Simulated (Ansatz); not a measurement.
input.yaml

```yaml
crystal:
  lattice:
    - [-2.9936678292, 2.9936678292, 1.6323514407]
    - [2.9936678292, -2.9936678292, 1.6323514407]
    - [2.9936678292, 2.9936678292, -1.6323514407]
  atoms:
    - { symbol: Sn, position: [0.75, 0.25, 0.5] }
    - { symbol: Sn, position: [0.0, 0.0, 0.0] }
basis:
  ecutwfc: 420
kpoints:
  mp_grid: { grid: [14, 14, 14] }
hamiltonian:
  xc: pbe
scf:
  occupations: { method: gaussian, width: 0.1 }
output:
  forces: true
  stress: true
  eigenvalues: true
relax:
  adjacent_minimum: "off"
  f_tol: 0.01
  max_steps: 30
  cell: { stress_tol: 0.1, fix: [volume] }
```

Command:
```bash
ansatz run input.yaml --threads 1 --pin off --max-ram 2560MiB --backend cpu --events-out ev --progress --plain --runs-dir out
```

These are results of DFT PBE, scalar-relativistic, plane waves, PAW in Ansatz 0.2.0, not measurements.

Abridged output:

```
Pseudopotentials: kind: paw
Pseudopotential: Sn, paw, valence charge 14, recommended cutoff 420 eV (normal)
Functional definition: PBE
Crystal: 2 atoms, lattice volume = 58.517 Å³
Basis set: ecut = 420 eV, 1141 PW (Γ), exchange–correlation on 64×64×64 points (8 copies of the dense FFT grid, shifted against one another)
Bands: 18, of which v1, the nominal top of the filled ones, is band 14 counted from 1 (13 counted from 0)
Symmetry: 16 space group operations
Space group: I41/amd (ITA 141), of the structure as read, at distance tolerance 3.9e-5 Å
k-points: 244 of 2744
Initial density: superposition of atomic densities (neutral atoms: chi_scale 0, normalization atom), corrected by the library's trained network
Initial wavefunctions: pseudopotential atomic-orbital guess
Functional: x = pbe(κ = 0.804, μ = 0.21951497), c = pbe(β = 0.06672455)
SCF iter   1: F=—  HF=-12048.334915 eV  |F-HF|=—  |Δ(HF+E_count)|=         —  Δρ=9.40e-4  dr2=3.49e-4  ethr=1.77e-3  ⟨swp⟩=5.6  Hψ=21988  notcnv=0
SCF iter   2: F=—  HF=-12048.333640 eV  |F-HF|=—  |Δ(HF+E_count)|=   1.27e-3  Δρ=5.67e-4  dr2=1.51e-4  ethr=1.25e-6  ⟨swp⟩=2.2  Hψ=9770  notcnv=0
SCF iter   3: F=—  HF=-12048.333685 eV  |F-HF|=—  |Δ(HF+E_count)|=   4.45e-5  Δρ=2.55e-4  dr2=2.72e-5  ethr=5.41e-7  ⟨swp⟩=2.0  Hψ=7782  notcnv=0
SCF iter   4: F=—  HF=-12048.333694 eV  |F-HF|=—  |Δ(HF+E_count)|=   9.22e-6  Δρ=1.04e-4  dr2=4.36e-6  ethr=9.71e-8  ⟨swp⟩=2.0  Hψ=5344  notcnv=0
SCF iter   5: F=—  HF=-12048.333691 eV  |F-HF|=—  |Δ(HF+E_count)|=   3.22e-6  Δρ=2.39e-5  dr2=2.61e-7  ethr=1.56e-8  ⟨swp⟩=2.0  Hψ=7767  notcnv=0
SCF iter   6: F=-12048.333691 eV  HF=-12048.333691 eV  |F-HF|=1.41e-9  |Δ(HF+E_count)|=   1.20e-7  Δρ=1.62e-6  dr2=2.00e-9  ethr=3.57e-10  ⟨swp⟩=6.2  Hψ=20414  notcnv=0
SCF 1 converged in 6 iterations: F = -12048.333691 eV  dr2 = 2.00e-9
relax step   1: F+E_penalty+E_count = -12048.33369062 eV  Δ(F+E_penalty+E_count) = +0.000e0 eV  max|allowed force component| = 5.204e-18 eV/Å  Δτ_max = 0.0000 Å  P = -1.295 GPa  Ω = 58.517 Å³  fix = [volume]  reactions: volume -1.295 GPa (6 SCF iters, dr2 threshold 1.00e-7 eV, accepted)
Initial density: handed on by an earlier stage of this run
Initial wavefunctions: pseudopotential atomic-orbital guess (no wavefunctions were taken with the density)
SCF iter   1: F=—  HF=-12048.333690 eV  |F-HF|=—  |Δ(HF+E_count)|=         —  Δρ=1.41e-6  dr2=1.60e-9  ethr=1.37e-7  ⟨swp⟩=2.8  Hψ=32588  notcnv=0
SCF iter   2: F=—  HF=-12048.333691 eV  |F-HF|=—  |Δ(HF+E_count)|=   3.18e-7  Δρ=1.05e-6  dr2=8.66e-10  ethr=5.72e-12  ⟨swp⟩=3.9  Hψ=10885  notcnv=0
SCF iter   3: F=—  HF=-12048.333691 eV  |F-HF|=—  |Δ(HF+E_count)|=  2.53e-10  Δρ=1.19e-6  dr2=5.26e-10  ethr=3.09e-12  ⟨swp⟩=2.0  Hψ=7828  notcnv=0
SCF iter   4: F=—  HF=-12048.333691 eV  |F-HF|=—  |Δ(HF+E_count)|=  4.02e-10  Δρ=5.29e-7  dr2=9.20e-11  ethr=1.88e-12  ⟨swp⟩=2.0  Hψ=7036  notcnv=0
SCF iter   5: F=-12048.333691 eV  HF=-12048.333691 eV  |F-HF|=3.64e-12  |Δ(HF+E_count)|=  9.09e-11  Δρ=4.31e-8  dr2=1.02e-12  ethr=1.00e-12  ⟨swp⟩=5.5  Hψ=18394  notcnv=0
SCF 2 converged in 5 iterations: F = -12048.333691 eV  dr2 = 1.02e-12
SCF converged after 5 iterations
Free energy (F): -12048.333691 eV
Harris-Foulkes:  -12048.333691 eV  (|F-HF|=3.64e-12)
Internal energy: -12048.326573 eV  (E = F + TS)
E sigma→0 (E₀):  -12048.330132 eV
Entropy (-TS):   -0.007118 eV (-3.559 meV/atom)
Fermi energy:    9.643221 eV
--- Per-component energies (eV) ---
  E_band       = -192.144810
  E_kinetic    = 371.481455
  E_local      = -1802.961292  (includes V_loc(G=0)·N_el)
  E_nonlocal   = -64.975875
  E_hartree    = 1102.381149
  E_xc         = -764.516326
  E_vxc        = -191.198184  (∫ρ·V_xc dr)
  E_paw        = -8271.800963  (= ΣΔE_a)
  E_vpaw       = -709.253168  (= ΣTr[D̂ρ^β])
  E_aug_tail   = -0.000001  (compensation charges beyond the density's cutoff)
  E_ewald      = -2617.934719
  E_smearing   = -0.007118  (= −TS)
--- Forces (eV/Å), atoms counted from 1 ---
  atom   1  Sn     0.00000000     0.00000000     0.00000000
  atom   2  Sn     0.00000000     0.00000000     0.00000000
--- Stress (GPa, compression-positive) ---
       -1.320247       0.000000       0.000000
        0.000000      -1.320247       0.000000
        0.000000       0.000000      -1.243415
  P = ⅓ Tr σ = -1.2946 GPa (-12.946 kbar)
--- Band table (eV; the first three rows and the last of 244) ---
  k-point 0: bands = ["-11.9142", "-11.8469", "-11.8099", "-11.8002", "-11.6858", "-11.6858", "-11.6767", "-11.6767", "-11.6066", "-11.5155", "-0.9443", "5.8096", "7.8692", "7.8692", "12.7370", "15.5078", "15.5078", "15.9832"]
  k-point 1: bands = ["-11.9108", "-11.8475", "-11.8071", "-11.8026", "-11.6874", "-11.6838", "-11.6758", "-11.6755", "-11.6086", "-11.5190", "-0.9013", "5.4889", "7.9199", "8.1113", "12.9366", "15.0520", "15.2553", "16.0278"]
  k-point 2: bands = ["-11.9007", "-11.8491", "-11.8090", "-11.7989", "-11.6924", "-11.6785", "-11.6733", "-11.6716", "-11.6145", "-11.5290", "-0.7722", "4.8002", "8.0715", "8.5815", "13.5179", "14.2578", "14.6478", "15.8906"]
  k-point 243: bands = ["-11.8574", "-11.8574", "-11.6959", "-11.6959", "-11.6935", "-11.6935", "-11.6837", "-11.6837", "-11.6733", "-11.6733", "2.2944", "2.2944", "5.2588", "5.2588", "14.4224", "14.4224", "18.3300", "18.3300"]
--- Relaxed structure (1 steps of the walk, 1 accepted, 1 SCFs on fresh bases) ---
  F+E_penalty+E_count = -12048.33369062 eV   max|allowed force component| = 1.735e-18 eV/Å   (the final SCF, on the basis selected at the relaxed cell)
  cell:  # Å, volume = 58.5168 Å³
    - [-2.9936678292, 2.9936678292, 1.6323514407]
    - [2.9936678292, -2.9936678292, 1.6323514407]
    - [2.9936678292, 2.9936678292, -1.6323514407]
  atoms:
    - { symbol: Sn, position: [0.75000000, 0.24999999, 0.50000000] }
    - { symbol: Sn, position: [0.0, 0.0, 0.0] }
```

The relaxation met its thresholds.

It took 14 s on 1 thread of Intel(R) Xeon(R) 6975P-C (Granite Rapids) (shared host), peak memory 0.56 GiB.